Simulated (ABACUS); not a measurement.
# BN (F-43m) in ABACUS: further runs, part 2 of 3

ABACUS 3.10.1. Earlier steps stand in the parts before.

## 3. Single point, RPBE

Contents of INPUT:

```
INPUT_PARAMETERS
suffix              BN
calculation         scf
basis_type          pw
pseudo_dir          ./
symmetry            1
dft_functional      GGA_X_RPBE+GGA_C_PBE
ecutwfc             92
pseudo_rcut         10
nspin               1
nbands              14
ks_solver           dav
smearing_method     fd
smearing_sigma      0.00367493
scf_thr             1e-08
scf_nmax            100
mixing_type         broyden
mixing_beta         0.7
cal_force           1
cal_stress          1
out_chg             1
kpar                4
```

Contents of STRU:

```
ATOMIC_SPECIES
N 14.0070 N.upf
B 10.8100 B.upf

LATTICE_CONSTANT
1.8897261246

LATTICE_VECTORS
0.0000000000 1.8130010000 1.8130010000
1.8130010000 0.0000000000 1.8130010000
1.8130010000 1.8130010000 0.0000000000

ATOMIC_POSITIONS
Direct

N
0.0
1
0.2500000000 0.2500000000 0.2500000000 1 1 1

B
0.0
1
0.0000000000 0.0000000000 0.0000000000 1 1 1
```

Contents of KPT:

```
K_POINTS
0
Gamma
10 10 10 0 0 0
```

Potentials or basis: Ansatz NC PBE, plane waves.

On the command line:

```bash
$ OMP_NUM_THREADS=1 mpirun -np 4 abacus > log
```

Wall time 2.6 s (4 MPI ranks of Intel Xeon 6975P-C (Granite Rapids), shared host); peak memory 0.24 GiB.

Results (log left out):

| Item | Value |
| --- | --- |
| Free energy | -378.1466 eV |
| Pressure | 1.9 GPa |
| Band gap on the k mesh | 4.55 eV, indirect (least direct gap 8.80 eV) |

Levels at points of the mesh, in eV from the valence-band top:
```csv
k point,band 1,band 2,band 3,band 4,band 5,band 6,band 7,band 8
"(0.00, 0.00, 0.00)",-20.10,0.00,0.00,0.00,8.80,8.80,8.80,10.29
"(0.50, 0.50, 0.50)",-15.94,-10.57,-1.92,-1.92,10.09,10.69,10.69,15.26
"(0.50, 0.50, 0.00)",-14.60,-8.83,-4.85,-4.85,4.55,9.27,17.80,17.80
```

Caveat: the potentials were made for another functional, which shifts forces and pressure.

## 4. Single point, LDA-PW92

Changes to INPUT since step 3:

```diff
@@ -5,5 +5,6 @@
 pseudo_dir          ./
+latname             fcc
 symmetry            1
-dft_functional      GGA_X_RPBE+GGA_C_PBE
-ecutwfc             92
+dft_functional      LDA_X+LDA_C_PW
+ecutwfc             40
 pseudo_rcut         10
@@ -20,3 +21,6 @@
 cal_stress          1
+ecutrho             320
 out_chg             1
+out_pot             2
+out_elf             0
 kpar                4
```

Contents of STRU:

```
ATOMIC_SPECIES
N 14.0070 n_lda_v1.2.uspp.F.UPF
B 10.8100 b_lda_v1.4.uspp.F.UPF

LATTICE_CONSTANT
6.8521507073

ATOMIC_POSITIONS
Direct

N
0.0
1
0.7500000000 0.7500000000 0.7500000000 1 1 1

B
0.0
1
0.0000000000 0.0000000000 0.0000000000 1 1 1
```

KPT is that of step 3.

Potentials or basis: GBRV ultrasoft 1.5 LDA, plane waves.

On the command line:

```bash
$ OMP_NUM_THREADS=1 mpirun -np 4 abacus > log
```

running log:

```text
ABACUS v3.10.1

               Atomic-orbital Based Ab-initio Computation at UStc

 ------------------------------------------------------------------------------------

 READING GENERAL INFORMATION
                           global_out_dir = OUT.BN/
                           global_in_card = INPUT
                               pseudo_dir = ./
                              orbital_dir =
                                    DSIZE = 4
                                    GSIZE = 1

 READING UNITCELL INFORMATION
                                    ntype = 2
                  lattice constant (Bohr) = 6.85215
              lattice constant (Angstrom) = 3.626

 READING ATOM TYPE 1
                               atom label = N
                      L=0, number of zeta = 1
                      L=1, number of zeta = 1
                      L=2, number of zeta = 1
             number of atom for this type = 1

 READING ATOM TYPE 2
                               atom label = B
                      L=0, number of zeta = 1
                      L=1, number of zeta = 1
                      L=2, number of zeta = 1
             number of atom for this type = 1

                        TOTAL ATOM NUMBER = 2
DIRECT COORDINATES
    atom                   x                   y                   z     mag                  vx                  vy                  vz
taud_N1            0.7500000000        0.7500000000        0.7500000000  0.0000        0.0000000000        0.0000000000        0.0000000000
taud_B1            0.0000000000        0.0000000000        0.0000000000  0.0000        0.0000000000        0.0000000000        0.0000000000

                          Volume (Bohr^3) = 80.4305
                             Volume (A^3) = 11.9186

 Lattice vectors: (Cartesian coordinate: in unit of a_0)
                 -0.5                  +0                +0.5
                   +0                +0.5                +0.5
                 -0.5                +0.5                  +0
 Reciprocal vectors: (Cartesian coordinate: in unit of 2 pi/a_0)
[... 253 lines left out ...]
     Energy           Rydberg                 eV
----------------------------------------------------------
 E_KohnSham     -26.6812080842       -363.0164594685
 E_Harris       -25.5746415116       -347.9608488650
 E_Fermi        1.0097353167         13.7381537794
----------------------------------------------------------
[... 51 lines left out ...]
 Density error is 2.71149311753e-09
                          Error Threshold = 1.67942050309e-09
----------------------------------------------------------
     Energy           Rydberg                 eV
----------------------------------------------------------
 E_KohnSham     -26.7431970851       -363.8598630944
 E_KS(sigma->0) -26.7431970851       -363.8598630944
 E_Harris       -26.7431560282       -363.8593044867
 E_band         1.7598086570         23.9434251247
 E_one_elec     4.4052019435         59.9358472720
 E_Hartree      3.5941307053         48.9006569492
 E_xc           -8.4816669322        -115.3989988155
 E_Ewald        -26.2608628018       -357.2973685001
 E_entropy(-TS) -0.0000000000        -0.0000000000
 E_descf        0.0000000000         0.0000000000
 E_exx          0.0000000000         0.0000000000
 E_Fermi        0.9231913267         12.5606623870
----------------------------------------------------------

 charge density convergence is achieved
 final etot is -363.85986309 eV
 EFERMI = 12.560662387 eV
The vacuum level is 9.7973734643 eV

 STATE ENERGY(eV) AND OCCUPATIONS    NSPIN == 1
 1/12 kpoint (Cartesian) = 0.0000 0.0000 0.0000 (331 pws)
       1       -9.19432     0.00200000
       2        10.7702     0.00200000
       3        10.7702     0.00200000
       4        10.7702     0.00200000
       5        19.4297    4.34153e-63
       6        19.4297    4.34153e-63
       7        19.4297    4.34153e-63
       8        21.0775    2.11051e-77
       9        35.1006        0.00000
      10        38.4533        0.00000
      11        38.4533        0.00000
      12        38.7781        0.00000
      13        38.7781        0.00000
      14        38.7781        0.00000
[... 66 lines left out ...]
       1       -4.95493     0.00800000
       2       0.140165     0.00800000
       3        8.83986     0.00800000
       4        8.83986     0.00800000
       5        20.8776    4.60190e-75
       6        21.3013    9.61481e-79
       7        21.3013    9.61481e-79
       8        25.7029        0.00000
       9        33.7327        0.00000
      10        37.1438        0.00000
      11        37.3346        0.00000
      12        37.3346        0.00000
      13        45.6239        0.00000
      14        45.6239        0.00000

[... levels at 6 further k points ...]

------------------------------------------------------------------------------------------
 TOTAL-FORCE (eV/Angstrom)
------------------------------------------------------------------------------------------
                        N1         0.0000000000         0.0000000000         0.0000000000
                        B1         0.0000000000         0.0000000000         0.0000000000
------------------------------------------------------------------------------------------

----------------------------------------------------------------
 TOTAL-STRESS (KBAR)
----------------------------------------------------------------
      -134.9694503716         0.0000000000         0.0000000000
         0.0000000000      -134.9694503716         0.0000000000
         0.0000000000        -0.0000000000      -134.9694503716
----------------------------------------------------------------
 TOTAL-PRESSURE: -134.969450 KBAR

 --------------------------------------------
 !FINAL_ETOT_IS -363.8598630943981789 eV
 --------------------------------------------
```

It took 1.9 s on 4 MPI ranks of Intel Xeon Platinum 8259CL at 2.50GHz (Skylake/Cascade Lake), shared host; peak memory 0.24 GiB.

Results:

```
Free energy            : -363.8599 eV
Pressure               : -13.5 GPa
Band gap on the k mesh : 4.34 eV, indirect (least direct gap 8.66 eV)
```

Levels at points of the mesh, in eV from the valence-band top:
```csv
k point,band 2,band 3,band 4,band 5,band 6,band 7
"(0.00, 0.00, 0.00)",0.00,0.00,0.00,8.66,8.66,8.66
"(0.50, 0.50, 0.50)",-10.63,-1.93,-1.93,10.11,10.53,10.53
"(0.50, 0.50, 0.00)",-8.83,-4.88,-4.88,4.34,9.11,17.59
```

## 5. Relaxation of cell and atoms, LDA-PW92

Contents of run_abacus.py:

```python
"""Relaxation by an ASE optimiser with ABACUS as a small file-based calculator."""
import re
import subprocess
import numpy as np
from ase.calculators.calculator import Calculator, all_changes
from ase.filters import FrechetCellFilter
from ase.io import read
from ase.optimize import BFGS
from ase.stress import full_3x3_to_voigt_6_stress
from ase.units import Bohr, GPa

atoms = read("POSCAR")
atoms = atoms[(-atoms.numbers).argsort(kind="stable")]  # ABACUS lists atoms element by element
pseudo = {'N': 'n_lda_v1.2.uspp.F.UPF', 'B': 'b_lda_v1.4.uspp.F.UPF'}
orbital = {}
magmoms = None
kmesh = [10, 10, 10]
params = {
    'suffix': 'BN',
    'calculation': 'scf',
    'basis_type': 'pw',
    'pseudo_dir': './',
    'symmetry': 1,
    'dft_functional': 'LDA_X+LDA_C_PW',
    'ecutwfc': 40,
    'pseudo_rcut': 10,
    'nspin': 1,
    'nbands': 8,
    'ks_solver': 'dav',
    'smearing_method': 'fd',
    'smearing_sigma': 0.00367493,
    'scf_thr': 1e-08,
    'scf_nmax': 100,
    'mixing_type': 'broyden',
    'mixing_beta': 0.7,
    'cal_force': 1,
    'cal_stress': 1,
    'ecutrho': 320,
    'kpar': 4,
}

def write_input(atoms):
    symbols = atoms.get_chemical_symbols()
    elements = list(dict.fromkeys(symbols))
    lines = ["ATOMIC_SPECIES"] + [f"{e} {atoms.get_masses()[symbols.index(e)]:.4f} {pseudo[e]}" for e in elements]
    if orbital:
        lines += ["", "NUMERICAL_ORBITAL"] + [orbital[e] for e in elements]
    lines += ["", "LATTICE_CONSTANT", f"{1 / Bohr:.10f}", "", "LATTICE_VECTORS"]
    lines += [" ".join(f"{x:.10f}" for x in v) for v in atoms.cell]
    lines += ["", "ATOMIC_POSITIONS", "Direct"]
    for e in elements:
        lines += ["", e, "0.0", str(symbols.count(e))]
        for i, p in enumerate(atoms.get_scaled_positions(wrap=False)):
            if symbols[i] == e:
                mag = "" if magmoms is None else " mag " + " ".join(str(x) for x in (magmoms[i] if isinstance(magmoms[i], list) else [magmoms[i]]))
                lines.append(" ".join(f"{x:.10f}" for x in p) + " 1 1 1" + mag)
    open("STRU", "w").write("\n".join(lines) + "\n")
    open("KPT", "w").write("K_POINTS\n0\nGamma\n%d %d %d 0 0 0\n" % tuple(kmesh))
    open("INPUT", "w").write("INPUT_PARAMETERS\n" + "".join(f"{k:<20s}{v}\n" for k, v in params.items()))

class Abacus(Calculator):
    implemented_properties = ["energy", "free_energy", "forces", "stress"]

    def calculate(self, atoms=None, properties=("energy",), system_changes=all_changes):
        super().calculate(atoms, properties, system_changes)
        write_input(self.atoms)
        subprocess.run(['mpirun', '-np', '4', 'abacus'], check=True)
        log = open("OUT.BN/running_scf.log").read()
        if "charge density convergence is achieved" not in log:
            raise RuntimeError("SCF not converged")
        rows = lambda title, n: np.array([l.split()[-3:] for l in log.split(title)[-1].split("\n")[2:2 + n]], float)
        energy = float(re.findall(r"FINAL_ETOT_IS (\S+)", log)[-1])
        stress = -rows("TOTAL-STRESS", 3) / 10 * GPa  # ABACUS prints kbar, compression positive
        self.results = dict(energy=energy, free_energy=energy, forces=rows("TOTAL-FORCE", len(self.atoms)), stress=full_3x3_to_voigt_6_stress(stress))

atoms.calc = Abacus()
opt = BFGS(FrechetCellFilter(atoms), logfile="opt.log", trajectory="relax.traj")
print("optimiser converged:", opt.run(fmax=0.03, steps=60))
```

Contents of POSCAR:

```
BN
1.0
    0.0000000000      1.8130010000      1.8130010000
    1.8130010000      0.0000000000      1.8130010000
    1.8130010000      1.8130010000      0.0000000000
N B
1 1
Direct
    0.2500000000      0.2500000000      0.2500000000
    0.0000000000      0.0000000000      0.0000000000
```

On the command line:

```bash
$ OMP_NUM_THREADS=1 python run_abacus.py > log
```

Wall time 6.6 s (4 MPI ranks of Intel Xeon Platinum 8259CL at 2.50GHz (Skylake/Cascade Lake), shared host); peak memory 0.36 GiB.

The run converged. Its results:

| Item | Value |
| --- | --- |
| Free energy | -363.8777 eV |
| Relaxed volume | 5.74 Å³/atom |
| Relaxed cell | a = 2.533 Å, b = 2.533 Å, c = 2.533 Å, α = 60.00°, β = 60.00°, γ = 60.00° |
| Space group after relaxing (to 0.05 Å) | F-43m (No. 216) |
| Energy gained by relaxing | 8.9 meV/atom |
| Ionic steps | 3 |
| Pressure after relaxing | 0.3 GPa |
| Band gap on the k mesh | 4.39 eV, indirect (least direct gap 8.83 eV) |

The path:
```tsv
step	energy change (eV)	largest force (eV/Å)	pressure (GPa)	volume (Å³)
1	0.0000	0.0000	-13.51	11.92
2	-0.0091	0.0000	-9.65	11.79
3	-0.0178	0.0000	0.31	11.49
```

Final structure:
```
CELL_PARAMETERS angstrom
0.00000 1.79097 1.79097
1.79097 0.00000 1.79097
1.79097 1.79097 0.00000
ATOMIC_POSITIONS crystal
N 0.25000 0.25000 0.25000
B 0.00000 0.00000 0.00000
```

Levels at points of the mesh, in eV from the valence-band top:
```csv
k point,band 1,band 2,band 3,band 4
"(0.00, 0.00, 0.00)",-20.38,0.00,0.00,0.00
"(0.50, 0.50, 0.50)",-15.97,-10.97,-2.00,-2.00
"(0.50, 0.50, 0.00)",-14.56,-9.07,-5.06,-5.06
```

A k mesh can miss the band edges.

(Continued in part 3 of 3.)
